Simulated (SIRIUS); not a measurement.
# CdSe (F-43m) in SIRIUS: convergence with radial points in a sphere

Aim: find how far radial points in a sphere must go before the results for CdSe settle, at PBEsol. This setting moves, with any that are tied to it; all else stays.

All numbers are computed with SIRIUS 7.12.0; they aren't measurements. Logs are shortened: lines on timing, memory, paths and dates and some standing lists are left out, and cuts for length are marked. The log counts tension as positive stress, the text compression.

**1. The crystal as given**

The structure is cubic, space group F-43m (No. 216). Conventional cell: a = 6.141 Å, b = 6.141 Å, c = 6.141 Å, α = 90.00°, β = 90.00°, γ = 90.00°. Cd (site symmetry -43m) is surrounded by 4 Se at 2.66 Å. Se (site symmetry -43m) is surrounded by 4 Cd at 2.66 Å.

Measurements of this composition are mostly on another form, of space group No. 186.

**2. With radial points in a sphere 200**

The input, sirius.json:

```json
{
  "control": {
    "processing_unit": "cpu",
    "std_evp_solver_name": "lapack",
    "gen_evp_solver_name": "lapack",
    "verbosity": 2,
    "print_forces": true,
    "ortho_rf": true,
    "use_second_variation": true,
    "rmt_max": 3.0,
    "num_bands_to_print": 24,
    "save_wf": true
  },
  "parameters": {
    "electronic_structure_method": "full_potential_lapwlo",
    "xc_functionals": ["XC_GGA_X_PBE_SOL", "XC_GGA_C_PBE_SOL"],
    "core_relativity": "dirac",
    "valence_relativity": "iora",
    "num_fv_states": 28,
    "smearing": "fermi_dirac",
    "smearing_width": 0.0018374661,
    "pw_cutoff": 20,
    "gk_cutoff": 3.51,
    "lmax_apw": 10,
    "lmax_rho": 8,
    "lmax_pot": 8,
    "num_mag_dims": 0,
    "auto_rmt": 0,
    "ngridk": [8, 8, 8],
    "shiftk": [0, 0, 0],
    "num_dft_iter": 80,
    "energy_tol": 1e-07,
    "density_tol": 1e-05,
    "use_symmetry": true
  },
  "settings": {"tol_ne": 1e-10},
  "iterative_solver": {"type": "exact"},
  "mixer": {"type": "anderson", "beta": 0.5, "max_history": 8},
  "unit_cell": {
    "lattice_vectors": [[0.0, 5.8019716937, 5.8019716937], [5.8019716937, 0.0, 5.8019716937], [5.8019716937, 5.8019716937, 0.0]],
    "atom_types": ["Cd", "Se"],
    "atom_files": {"Cd": "Cd.json", "Se": "Se.json"},
    "atoms": {"Cd": [[0.0, 0.0, 0.0]], "Se": [[0.25, 0.25, 0.25]]}
  }
}
```

The input, Cd.json:

```json
{
  "name": "cadmium",
  "symbol": "Cd",
  "number": 48,
  "mass": 112.411,
  "rmin": 1e-06,
  "rmt": 2.54,
  "nrmt": 200,
  "rinf": 14.45,
  "core": "1s2s2p3s3p3d",
  "valence": [
    {"basis": [{"enu": -0.11, "dme": 0, "n": 0, "auto": 0}, {"enu": -0.11, "dme": 1, "n": 0, "auto": 0}]},
    {"l": 0, "n": 1, "basis": [{"enu": -0.01, "dme": 0, "n": 0, "auto": 0}]},
    {"l": 1, "n": 2, "basis": [{"enu": -0.01, "dme": 0, "n": 0, "auto": 0}]},
    {"l": 2, "n": 3, "basis": [{"enu": -0.0702, "dme": 0, "n": 0, "auto": 0}]},
    {"l": 3, "n": 4, "basis": [{"enu": -0.01, "dme": 0, "n": 0, "auto": 0}]}
  ],
  "lo": [
    {"l": 0, "basis": [{"enu": -0.01, "dme": 0, "n": 0, "auto": 0}, {"enu": -0.01, "dme": 1, "n": 0, "auto": 0}]},
    {
      "l": 0,
      "basis": [{"enu": -3.6689, "dme": 0, "n": 4, "auto": 1}, {"enu": -3.6689, "dme": 1, "n": 4, "auto": 1}]
    },
    {
      "l": 0,
      "basis": [{"enu": -3.6689, "dme": 1, "n": 4, "auto": 1}, {"enu": -0.01, "dme": 0, "n": 0, "auto": 0}]
    },
    {"l": 0, "basis": [{"enu": -0.01, "dme": 0, "n": 0, "auto": 0}, {"enu": 2.47, "dme": 0, "n": 0, "auto": 0}]},
    {"l": 1, "basis": [{"enu": -0.01, "dme": 0, "n": 0, "auto": 0}, {"enu": -0.01, "dme": 1, "n": 0, "auto": 0}]},
    {
      "l": 1,
      "basis": [{"enu": -2.2496, "dme": 0, "n": 4, "auto": 1}, {"enu": -2.2496, "dme": 1, "n": 4, "auto": 1}]
    },
    {
      "l": 1,
      "basis": [{"enu": -2.2496, "dme": 1, "n": 4, "auto": 1}, {"enu": -0.01, "dme": 0, "n": 0, "auto": 0}]
    },
    {"l": 1, "basis": [{"enu": -0.01, "dme": 0, "n": 0, "auto": 0}, {"enu": 2.842, "dme": 0, "n": 0, "auto": 0}]},
    {
      "l": 2,
      "basis": [{"enu": -0.0702, "dme": 0, "n": 0, "auto": 0}, {"enu": -0.0702, "dme": 1, "n": 0, "auto": 0}]
    },
    {
      "l": 2,
      "basis": [{"enu": -0.0702, "dme": 1, "n": 0, "auto": 0}, {"enu": -0.0702, "dme": 2, "n": 0, "auto": 0}]
    },
    {
      "l": 2,
      "basis": [{"enu": -0.0702, "dme": 0, "n": 0, "auto": 0}, {"enu": 2.3478, "dme": 0, "n": 0, "auto": 0}]
    },
    {"l": 3, "basis": [{"enu": -0.01, "dme": 0, "n": 0, "auto": 0}, {"enu": -0.01, "dme": 1, "n": 0, "auto": 0}]},
    {"l": 3, "basis": [{"enu": -0.01, "dme": 0, "n": 0, "auto": 0}, {"enu": 2.687, "dme": 0, "n": 0, "auto": 0}]}
  ],
  "free_atom": [... radial grid and density of the free atom, the start of the SCF ...]
}
```

The input, Se.json:

```json
{
  "name": "selenium",
  "symbol": "Se",
  "number": 34,
  "mass": 78.96,
  "rmin": 1e-06,
  "rmt": 2.39,
  "nrmt": 200,
  "rinf": 13.6,
  "core": "1s2s2p3s",
  "valence": [
    {"basis": [{"enu": -0.11, "dme": 0, "n": 0, "auto": 0}, {"enu": -0.11, "dme": 1, "n": 0, "auto": 0}]},
    {"l": 0, "n": 1, "basis": [{"enu": -0.1583, "dme": 0, "n": 0, "auto": 0}]},
    {"l": 1, "n": 2, "basis": [{"enu": -0.01, "dme": 0, "n": 0, "auto": 0}]},
    {"l": 2, "n": 3, "basis": [{"enu": -0.01, "dme": 0, "n": 0, "auto": 0}]},
    {"l": 3, "n": 4, "basis": [{"enu": -0.01, "dme": 0, "n": 0, "auto": 0}]}
  ],
  "lo": [
    {
      "l": 0,
      "basis": [{"enu": -0.1583, "dme": 0, "n": 0, "auto": 0}, {"enu": -0.1583, "dme": 1, "n": 0, "auto": 0}]
    },
    {
      "l": 0,
      "basis": [{"enu": -0.1583, "dme": 1, "n": 0, "auto": 0}, {"enu": -0.1583, "dme": 2, "n": 0, "auto": 0}]
    },
    {
      "l": 0,
      "basis": [{"enu": -0.1583, "dme": 0, "n": 0, "auto": 0}, {"enu": 1.9425, "dme": 0, "n": 0, "auto": 0}]
    },
    {"l": 1, "basis": [{"enu": -0.01, "dme": 0, "n": 0, "auto": 0}, {"enu": -0.01, "dme": 1, "n": 0, "auto": 0}]},
    {
      "l": 1,
      "basis": [{"enu": -5.3706, "dme": 0, "n": 3, "auto": 1}, {"enu": -5.3706, "dme": 1, "n": 3, "auto": 1}]
    },
    {
      "l": 1,
      "basis": [{"enu": -5.3706, "dme": 1, "n": 3, "auto": 1}, {"enu": -0.01, "dme": 0, "n": 0, "auto": 0}]
    },
    {
      "l": 1,
      "basis": [{"enu": -0.01, "dme": 0, "n": 0, "auto": 0}, {"enu": 3.2112, "dme": 0, "n": 0, "auto": 0}]
    },
    {"l": 2, "basis": [{"enu": -0.01, "dme": 0, "n": 0, "auto": 0}, {"enu": -0.01, "dme": 1, "n": 0, "auto": 0}]},
    {
      "l": 2,
      "basis": [{"enu": -1.7295, "dme": 0, "n": 3, "auto": 1}, {"enu": -1.7295, "dme": 1, "n": 3, "auto": 1}]
    },
    {
      "l": 2,
      "basis": [{"enu": -1.7295, "dme": 1, "n": 3, "auto": 1}, {"enu": -0.01, "dme": 0, "n": 0, "auto": 0}]
    },
    {
      "l": 2,
      "basis": [{"enu": -0.01, "dme": 0, "n": 0, "auto": 0}, {"enu": 3.6314, "dme": 0, "n": 0, "auto": 0}]
    },
    {"l": 3, "basis": [{"enu": -0.01, "dme": 0, "n": 0, "auto": 0}, {"enu": -0.01, "dme": 1, "n": 0, "auto": 0}]},
    {
      "l": 3,
      "basis": [{"enu": -0.01, "dme": 0, "n": 0, "auto": 0}, {"enu": 3.0362, "dme": 0, "n": 0, "auto": 0}]
    }
  ],
  "free_atom": [... radial grid and density of the free atom, the start of the SCF ...]
}
```

The input, sirius_start.json:

```json
{
  "control": {
    "processing_unit": "cpu",
    "std_evp_solver_name": "lapack",
    "gen_evp_solver_name": "lapack",
    "verbosity": 1,
    "print_forces": false,
    "ortho_rf": true,
    "use_second_variation": true,
    "rmt_max": 3.0,
    "num_bands_to_print": 24,
    "save_wf": false
  },
  "parameters": {
    "electronic_structure_method": "full_potential_lapwlo",
    "xc_functionals": ["XC_LDA_X", "XC_LDA_C_PW"],
    "core_relativity": "dirac",
    "valence_relativity": "iora",
    "num_fv_states": 28,
    "smearing": "fermi_dirac",
    "smearing_width": 0.0055123983,
    "pw_cutoff": 20,
    "gk_cutoff": 2.81,
    "lmax_apw": 10,
    "lmax_rho": 8,
    "lmax_pot": 8,
    "num_mag_dims": 0,
    "auto_rmt": 0,
    "ngridk": [3, 3, 3],
    "shiftk": [0, 0, 0],
    "num_dft_iter": 30,
    "energy_tol": 0.01,
    "density_tol": 0.05,
    "use_symmetry": true
  },
  "settings": {"tol_ne": 1e-10},
  "iterative_solver": {"type": "exact"},
  "mixer": {"type": "anderson", "beta": 0.5, "max_history": 8},
  "unit_cell": {
    "lattice_vectors": [[0.0, 5.8019716937, 5.8019716937], [5.8019716937, 0.0, 5.8019716937], [5.8019716937, 5.8019716937, 0.0]],
    "atom_types": ["Cd", "Se"],
    "atom_files": {"Cd": "Cd.json", "Se": "Se.json"},
    "atoms": {"Cd": [[0.0, 0.0, 0.0]], "Se": [[0.25, 0.25, 0.25]]}
  }
}
```

Potentials or basis: all-electron FP-LAPW, apw+lo standard.

Run with:

```sh
OMP_NUM_THREADS=1 sirius.scf --input=sirius_start.json --output=start.json
OMP_NUM_THREADS=1 sirius.scf --input=sirius.json --output=output.json --task=1
```

Log:

```text
[info] SIRIUS version : 7.12.0
[info] number of MPI ranks           : 1
[info] MPI grid                      : 1 1
[info] maximum number of OMP threads : 1
[fft] FFT context for density and potential
[fft] =====================================
[fft]   plane wave cutoff                     : 20
[fft]   grid size                             : 60 60 60   total : 216000
[fft]   grid limits                           : -29 30   -29 30   -29 30
[fft]   number of G-vectors within the cutoff : 52873
[fft]   number of G-shells                    : 1376
[fft] FFT context for coarse grid
[fft] =====================================
[fft]   plane wave cutoff                     : 7.02
[fft]   grid size                             : 24 24 24   total : 13824
[fft]   grid limits                           : -11 12   -11 12   -11 12
[fft]   number of G-vectors within the cutoff : 2277
[fft]   number of G-shells                    : 85
[unit cell] lattice vectors
[unit cell]   a1 :       0.0000000000      5.8019716937      5.8019716937
[unit cell]   a2 :       5.8019716937      0.0000000000      5.8019716937
[unit cell]   a3 :       5.8019716937      5.8019716937      0.0000000000
[unit cell] reciprocal lattice vectors
[unit cell]   b1 :      -0.5414698346      0.5414698346      0.5414698346
[unit cell]   b2 :       0.5414698346     -0.5414698346      0.5414698346
[unit cell]   b3 :       0.5414698346      0.5414698346     -0.5414698346
[unit cell] unit cell volume :       390.62210196 [a.u.^3]
[unit cell] 1/sqrt(omega)    :         0.05059663
[unit cell] MT volume        :       125.82699775 (32.21%)
[unit cell] IT volume        :       264.79510421 (67.79%)
[unit cell] number of atom types : 2
[unit cell] type id : 0 symbol : Cd mt_radius :   2.540000 num_atoms : 1
[unit cell] type id : 1 symbol : Se mt_radius :   2.390000 num_atoms : 1
[unit cell] total number of atoms : 2
[unit cell] number of symmetry classes : 2
[unit cell] atom id  type id  class id             position                      vector_field
[unit cell] ------------------------------------------------------------------------------------------
[unit cell]      0        0        0      0.00000   0.00000   0.00000      0.00000   0.00000   0.00000
[unit cell]      1        1        1      0.25000   0.25000   0.25000      0.00000   0.00000   0.00000
[unit cell] atom id         position (Cartesian, a.u.)
[unit cell] ---------------------------------------------
[unit cell]      0       0.000000    0.000000    0.000000
[... 370 lines left out ...]
[generate_core_charge_density] atom class : 0
[generate_core_charge_density]   n,l,k : 1 0 1  energy :        -973.47947782
[generate_core_charge_density]   n,l,k : 2 0 1  energy :        -144.30013385
[generate_core_charge_density]   n,l,k : 2 1 1  energy :        -134.34134657
[generate_core_charge_density]   n,l,k : 2 1 2  energy :        -127.27363618
[generate_core_charge_density]   n,l,k : 3 0 1  energy :         -26.69669092
[generate_core_charge_density]   n,l,k : 3 1 1  energy :         -22.70542648
[generate_core_charge_density]   n,l,k : 3 1 2  energy :         -21.44309739
[generate_core_charge_density]   n,l,k : 3 2 2  energy :         -14.37367853
[generate_core_charge_density]   n,l,k : 3 2 3  energy :         -14.11703772
[generate_core_charge_density] atom class : 1
[generate_core_charge_density]   n,l,k : 1 0 1  energy :        -458.76407677
[... 29 lines left out ...]
[find] valence_eval_sum               :     -71.34791902
[find] core_eval_sum                  :   -4699.48723554
[find] kinetic energy                 :    8348.71925140
[find] enuc                           :   -9729.15569903
[find] <rho|V^{XC}>                   :    -313.28161253
[find] <rho|E^{XC}>                   :    -238.47605479
[find] <mag|B^{XC}>                   :       0.00000000
[find] <rho|V^{H}>                    :  -12806.27279342
[find] smearing (-TS)                 :      -0.00000272
[find] SCF correction                 :       0.00000289
[find] Total energy                   :   -8022.04889624 (Ha),  -16044.09779248 (Ry)
[find] Free energy (E-TS)             :   -8022.04889896 (Ha),  -16044.09779791 (Ry)
[find] band gap (eV)                  :       0.41763255
[find] Efermi                         :       0.09037107
[find] iteration : 8, RMS (target) : 2.8503e-07 (1.0000e-05) , energy difference (target) : 9.7862e-10 (1.0000e-07)
[find] converged after 9 SCF iterations!
Warning in function "check_num_electrons" at src/density/density.cpp:1179
wrong number of electrons
  obtained value : 82.0011
  target value : 82
  difference : 0.0011117
  total core leakage : 1.95407e-06
    atom class : 0, core leakage : -2.68823e-09
    atom class : 1, core leakage : 1.95676e-06
[find] Charges and magnetic moments
[find] --------------------------------------------------------------------------------
[find] atom      charge    core leakage
[find] --------------------------------------------------------------------------------
[find]    0   46.508773   -2.688226e-09
[find]    1   32.474669    1.956755e-06
[find] total core leakage    : 1.95406716e-06
[find] interstitial charge   : 3.017670
[find] total charge          : 82.001112
[find] Energy
[find] --------------------------------------------------------------------------------
[find] valence_eval_sum               :     -71.34791902
[find] core_eval_sum                  :   -4699.48723554
[find] kinetic energy                 :    8348.71925140
[find] enuc                           :   -9729.15569903
[find] <rho|V^{XC}>                   :    -313.28161253
[find] <rho|E^{XC}>                   :    -238.47605479
[find] <mag|B^{XC}>                   :       0.00000000
[find] <rho|V^{H}>                    :  -12806.27279342
[find] smearing (-TS)                 :      -0.00000272
[find] SCF correction                 :       0.00000289
[find] Total energy                   :   -8022.04889624 (Ha),  -16044.09779248 (Ry)
[find] Free energy (E-TS)             :   -8022.04889896 (Ha),  -16044.09779791 (Ry)
[find] band gap (eV)                  :       0.41763255
[find] Efermi                         :       0.09037107
[ground_state]
[ground_state] ==== total Forces in Ha/bohr =====
[ground_state] atom:    0, force:       0.0000000      0.0000000      0.0000000
[ground_state] atom:    1, force:       0.0000000      0.0000000     -0.0000000
[ground_state] ==== contribution from density =====
[ground_state] atom:    0, force:       0.0000000      0.0000000      0.0000000
[ground_state] atom:    1, force:       0.0000000     -0.0000000      0.0000000
[ground_state] ==== contribution from Hartree potential =====
[ground_state] atom:    0, force:       0.0000000      0.0000000      0.0000000
[ground_state] atom:    1, force:       0.0000000      0.0000000     -0.0000000
[ground_state] ==== contribution from IBS =====
[ground_state] atom:    0, force:       0.0000000      0.0000000      0.0000000
[ground_state] atom:    1, force:       0.0000000      0.0000000     -0.0000000
```

It took 52 s on 1 thread of Arm Neoverse V2, shared host; peak memory 0.45 GiB.

Results:

```
Free energy                                       : -218291.0711 eV
Band gap on the k mesh                            : 0.42 eV, direct
All electrons inside the program's atomic spheres : Cd 46.51; Se 32.47 (radii Cd 2.54, Se 2.39 bohr)
```

**3. With radial points in a sphere 300**

sirius.json is that of step 2.

Edit Cd.json of step 2 so:

```diff
@@ -7,3 +7,3 @@
   "rmt": 2.54,
-  "nrmt": 200,
+  "nrmt": 300,
   "rinf": 14.45,
```

Edit Se.json of step 2 so:

```diff
@@ -7,3 +7,3 @@
   "rmt": 2.39,
-  "nrmt": 200,
+  "nrmt": 300,
   "rinf": 13.6,
```

sirius_start.json is that of step 2.

Potentials or basis: all-electron FP-LAPW, apw+lo standard.

Run with:

```sh
OMP_NUM_THREADS=1 sirius.scf --input=sirius_start.json --output=start.json
OMP_NUM_THREADS=1 sirius.scf --input=sirius.json --output=output.json --task=1
```

It took 49 s on 1 thread of Arm Neoverse V2, shared host; peak memory 0.46 GiB.

Results:

* Free energy: -218291.0116 eV
* Band gap on the k mesh: 0.42 eV, direct
* All electrons inside the program's atomic spheres: Cd 46.51; Se 32.48 (radii Cd 2.54, Se 2.39 bohr)

**4. With radial points in a sphere 450**

sirius.json is that of step 3.

Edit Cd.json of step 3 so:

```diff
@@ -7,3 +7,3 @@
   "rmt": 2.54,
-  "nrmt": 300,
+  "nrmt": 450,
   "rinf": 14.45,
```

Edit Se.json of step 3 so:

```diff
@@ -7,3 +7,3 @@
   "rmt": 2.39,
-  "nrmt": 300,
+  "nrmt": 450,
   "rinf": 13.6,
```

sirius_start.json is that of step 3.

Run with:

```sh
OMP_NUM_THREADS=1 sirius.scf --input=sirius_start.json --output=start.json
OMP_NUM_THREADS=1 sirius.scf --input=sirius.json --output=output.json --task=1
```

Run time: 52 s. Hardware: 1 thread of Arm Neoverse V2, shared host; peak memory 0.46 GiB.

Results:

* Free energy: -218290.9998 eV
* Band gap on the k mesh: 0.42 eV, direct
* All electrons inside the program's atomic spheres: Cd 46.51; Se 32.48 (radii Cd 2.54, Se 2.39 bohr)

**5. With radial points in a sphere 700**

sirius.json is that of step 4.

Edit Cd.json of step 4 so:

```diff
@@ -7,3 +7,3 @@
   "rmt": 2.54,
-  "nrmt": 450,
+  "nrmt": 700,
   "rinf": 14.45,
```

Edit Se.json of step 4 so:

```diff
@@ -7,3 +7,3 @@
   "rmt": 2.39,
-  "nrmt": 450,
+  "nrmt": 700,
   "rinf": 13.6,
```

sirius_start.json is that of step 4.

Run with:

```sh
OMP_NUM_THREADS=1 sirius.scf --input=sirius_start.json --output=start.json
OMP_NUM_THREADS=1 sirius.scf --input=sirius.json --output=output.json --task=1
```

It took 56 s on 1 thread of Arm Neoverse V2, shared host; peak memory 0.49 GiB.

What came out:

* Free energy: -218290.9974 eV
* Band gap on the k mesh: 0.42 eV, direct
* All electrons inside the program's atomic spheres: Cd 46.51; Se 32.48 (radii Cd 2.54, Se 2.39 bohr)

**6. With radial points in a sphere 1000**

sirius.json is that of step 5.

Edit Cd.json of step 5 so:

```diff
@@ -7,3 +7,3 @@
   "rmt": 2.54,
-  "nrmt": 700,
+  "nrmt": 1000,
   "rinf": 14.45,
```

Edit Se.json of step 5 so:

```diff
@@ -7,3 +7,3 @@
   "rmt": 2.39,
-  "nrmt": 700,
+  "nrmt": 1000,
   "rinf": 13.6,
```

sirius_start.json is that of step 5.

Potentials or basis: all-electron FP-LAPW, apw+lo standard.

Run with:

```sh
OMP_NUM_THREADS=1 sirius.scf --input=sirius_start.json --output=start.json
OMP_NUM_THREADS=1 sirius.scf --input=sirius.json --output=output.json --task=1
```

Run time: 63 s. Hardware: 1 thread of Arm Neoverse V2, shared host; peak memory 0.54 GiB.

It converged, with:

```
Free energy                                       : -218290.9970 eV
Band gap on the k mesh                            : 0.42 eV, direct
All electrons inside the program's atomic spheres : Cd 46.51; Se 32.48 (radii Cd 2.54, Se 2.39 bohr)
```

**7. With radial points in a sphere 1500**

sirius.json is that of step 6.

Edit Cd.json of step 6 so:

```diff
@@ -7,3 +7,3 @@
   "rmt": 2.54,
-  "nrmt": 1000,
+  "nrmt": 1500,
   "rinf": 14.45,
```

Edit Se.json of step 6 so:

```diff
@@ -7,3 +7,3 @@
   "rmt": 2.39,
-  "nrmt": 1000,
+  "nrmt": 1500,
   "rinf": 13.6,
```

sirius_start.json is that of step 6.

Run with:

```sh
OMP_NUM_THREADS=1 sirius.scf --input=sirius_start.json --output=start.json
OMP_NUM_THREADS=1 sirius.scf --input=sirius.json --output=output.json --task=1
```

Run time: 72 s. Hardware: 1 thread of Arm Neoverse V2, shared host; peak memory 0.62 GiB.

Results (log left out):

```
Free energy                                       : -218290.9969 eV
Band gap on the k mesh                            : 0.42 eV, direct
All electrons inside the program's atomic spheres : Cd 46.51; Se 32.48 (radii Cd 2.54, Se 2.39 bohr)
```

**8. The series at a glance**

```csv
radial points in a sphere,"energy less the tightest run, at zero smearing (meV/atom)",SCF cycles,CPU time (s),peak memory (GiB)
200,-37.09,9,52,0.45
300,-7.37,8,49,0.46
450,-1.44,8,52,0.46
700,-0.24,8,56,0.49
1000,-0.05,8,63,0.54
1500,0.00,8,72,0.62
```

Against the tightest run, the energy stays within 1 meV/atom from 700 on. The tightest run that finished is the yardstick and may itself not be fully converged.
